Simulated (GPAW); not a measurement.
Consider N on a P site in GeP3.

```
Ge N P
1.0
    -7.05000    0.00000    0.00000
     3.52500   -6.10548    0.00000
     3.52500   -2.03516    6.62133
Ge N P
4 1 11
Cartesian
  0.0000 -4.0720 0.7315
  -3.5250 -2.0232 4.0266
  3.5250 -6.2108 2.6088
  0.0000 -4.1464 5.9460
  0.0000 -2.1872 3.3636
  -3.5250 -4.1949 0.6108
  -1.6548 -4.9838 3.8904
  -1.6853 -0.9883 0.5834
  1.6548 -4.9838 3.8904
  -5.3647 -0.9883 0.5834
  1.6725 -7.1838 6.1090
  1.4632 -3.0014 2.7966
  3.5250 -3.9818 6.1027
  0.0000 -5.9950 2.8232
  5.3775 -7.1838 6.1090
  -1.4632 -3.0014 2.7966
```

Absorber: atom 5, with 2 P at 1.77 Å and 1 Ge at 2.21 Å (distorted pyramidal; the defect atom itself). Method: GPAW, PBE, excited-electron core hole (neutral cell), 16-atom cell with 7.0 Å between holes, 4×4×4 k points, dipole transitions, Gaussian full width 0.9 eV up to 4 eV, rising linearly to 3.5 eV at 25 eV.

Predict the near-edge structure at the N K edge.

Main maxima up to 23 eV above the zero (height): 2.0 eV (2.07), 5.7 eV (1.45), 10.5 eV (0.95) and 16.4 eV (0.83). A K edge sees empty p states on the absorber. The total-energy difference is 406.05 eV. One term is added: -7.82 eV, since the hole is spin-paired here and a spin-polarised one costs that much less in the free atom (computed apart). The photon energy is then 398.23 eV. The functional leaves an error of a few eV in such absolute values.

The N K spectrum (energy from the lowest empty level; intensity scaled to a mean of 1 over the first 20 eV):

```tsv
E (eV)	isotropic	ε ∥ x	ε ∥ y	ε ∥ z
-2.0	0.00	0.00	0.00	0.00
-1.5	0.00	0.00	0.00	0.00
-1.0	0.00	0.00	0.00	0.00
-0.5	0.06	0.05	0.07	0.07
0.0	0.35	0.25	0.37	0.43
0.5	0.71	0.50	0.72	0.91
1.0	0.98	0.72	1.28	0.94
1.5	1.67	1.49	2.55	0.96
2.0	2.07	2.58	2.70	0.94
2.5	1.94	3.02	1.92	0.87
3.0	1.76	2.62	1.75	0.91
3.5	1.71	2.41	1.82	0.90
4.0	1.55	2.27	1.53	0.84
4.5	1.29	1.93	1.19	0.76
5.0	1.30	1.87	1.29	0.74
5.5	1.43	1.82	1.59	0.89
6.0	1.39	1.62	1.49	1.06
6.5	1.10	1.28	1.08	0.93
7.0	0.82	0.96	0.80	0.70
7.5	0.69	0.78	0.70	0.60
8.0	0.65	0.68	0.67	0.61
8.5	0.66	0.63	0.66	0.68
9.0	0.72	0.67	0.67	0.83
9.5	0.82	0.75	0.68	1.04
10.0	0.91	0.80	0.68	1.26
10.5	0.95	0.82	0.70	1.34
11.0	0.92	0.81	0.73	1.22
11.5	0.84	0.80	0.73	0.98
12.0	0.77	0.81	0.71	0.78
12.5	0.72	0.81	0.67	0.67
13.0	0.70	0.80	0.66	0.63
13.5	0.71	0.81	0.70	0.63
14.0	0.75	0.85	0.75	0.65
14.5	0.79	0.89	0.80	0.66
15.0	0.81	0.94	0.81	0.68
15.5	0.82	0.98	0.80	0.69
16.0	0.83	1.02	0.78	0.69
16.5	0.83	1.04	0.76	0.69
17.0	0.83	1.04	0.74	0.70
17.5	0.82	1.02	0.73	0.70
18.0	0.80	0.99	0.70	0.71
18.5	0.78	0.95	0.68	0.71
19.0	0.76	0.91	0.66	0.71
19.5	0.74	0.87	0.65	0.68
20.0	0.71	0.84	0.65	0.65
20.5	0.69	0.82	0.64	0.60
21.0	0.66	0.80	0.62	0.57
21.5	0.64	0.79	0.60	0.54
22.0	0.62	0.77	0.57	0.52
22.5	0.61	0.76	0.55	0.52
23.0	0.60	0.75	0.54	0.52
23.5	0.60	0.74	0.54	0.52
```

The cell shows no gap over 0.35 eV; the host's own band filling, the defect's levels or the functional may be the cause. In so small a cell the defects form an ordered array, and no site is far from one. The mesh is coarse (0.27 Å⁻¹ between points), so small maxima may be mesh ripples.

[Banner, clock and machine lines of the logs are left out without a mark of their own.]

[Logs are printed without paths, hosts, clocks, repeated set-up lines and the standing remarks that a program may print on its own settings, such as how far it seeks lower states.]

[Hosts, paths, dates, database ids (printed as entryN), source tags and the programs' standing remarks are cut or masked in the printed files.]

[Lists of maxima count a maximum above −3 eV only where it reaches 4 % of the highest in the window and stands out from its surroundings by 2 % of it (1.5 % where it reaches 55 %); shoulders and weaker maxima are passed over, and of the rest the first, up to two pre-edge ones and the few strongest are named.]
